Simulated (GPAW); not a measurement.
Wanted: an ASE script for a GPAW 26.7.0 run.

| Quantity | Value |
| --- | --- |
| Task | relaxation of cell and atoms |
| Functional | revPBE |
| Dispersion | D3(BJ) |
| Potentials or basis | the program's PAW data sets (release 1.2.1) made for this functional |
| Cutoff | 600 eV |
| Basis | pw |
| k mesh | 8 × 8 × 8 |
| Occupations | fermi-dirac, width 0.05 eV |
| Spin | no spin polarisation |
| Maxiter | 150 |
| Optimizer | BFGS |
| Fmax | 0.02 eV/Å |
| Max steps | 60 |
| Convergence | density=1e-05 forces=0.0001 |

The structure of Ge lies in Ge.xyz:

```xyz
2
Lattice="-2.4958980000 2.6508630000 1.4369470000 2.4958980000 -2.6508630000 1.4369470000 2.4958980000 2.6508630000 -1.4369470000" Properties=species:S:1:pos:R:3 pbc="T T T"
Ge     0.0000000000      1.3254315000      0.1840930280
Ge     2.4958980000      1.3254315000      1.2528539720
```

This isn't the form of Ge at room conditions, which is diamond.

The input as run:

run.py

```python
from ase.calculators.mixing import SumCalculator
from ase.filters import FrechetCellFilter
from ase.io import read, write
from ase.optimize import BFGS
from dftd3.ase import DFTD3
from gpaw import GPAW, PW

atoms = read('Ge.xyz')

calc = GPAW(mode=PW(600),
            xc='revPBE',
            kpts={'size': (8, 8, 8), 'gamma': True},
            occupations={'name': 'fermi-dirac', 'width': 0.05},
            nbands=11,
            convergence={'density': 1e-05, 'forces': 0.0001},
            maxiter=150,
            txt='gpaw.txt')
atoms.calc = SumCalculator([calc, DFTD3(method='revpbe', damping='d3bj')])
opt = BFGS(FrechetCellFilter(atoms), trajectory='relax.traj', logfile='-')
done = opt.run(fmax=0.02, steps=60)
calc.write('gs.gpw')
write('result.traj', atoms)
print('Converged:', done)
print('Cell:', atoms.cell.cellpar().round(4))
print('Volume:', round(atoms.get_volume(), 4))
print(atoms.get_scaled_positions().round(5))
```

Potentials or basis: the program's PAW data sets (release 1.2.1) made for this functional, pw.

Command:

```sh
$ OMP_NUM_THREADS=1 python run.py
```

It gave:

```yaml
Relaxed_volume: 18.11 Å³/atom
Relaxed_cell: a = 3.841 Å, b = 3.841 Å, c = 3.841 Å, α = 101.21°, β = 94.70°, γ = 136.36°
Space_group_after_relaxing_to_0.05_Å: Imma (No. 74)
Energy_gained_by_relaxing: 11.6 meV/atom
Ionic_steps: 7
Pressure_after_relaxing: -0.1 GPa
Largest_force_after_relaxing: 0.011 eV/Å
Band_gap_on_the_k_mesh: none (metal or under the smearing width)
Dispersion_energy_per_atom: -0.702 eV
```

Caveat: later steps reuse the first step's grids; pairwise dispersion overbinds metals, which lowers pressure and volume.

Wall time 3.7 min on 1 thread of Arm Neoverse V2 (shared host), peak memory 0.26 GiB.
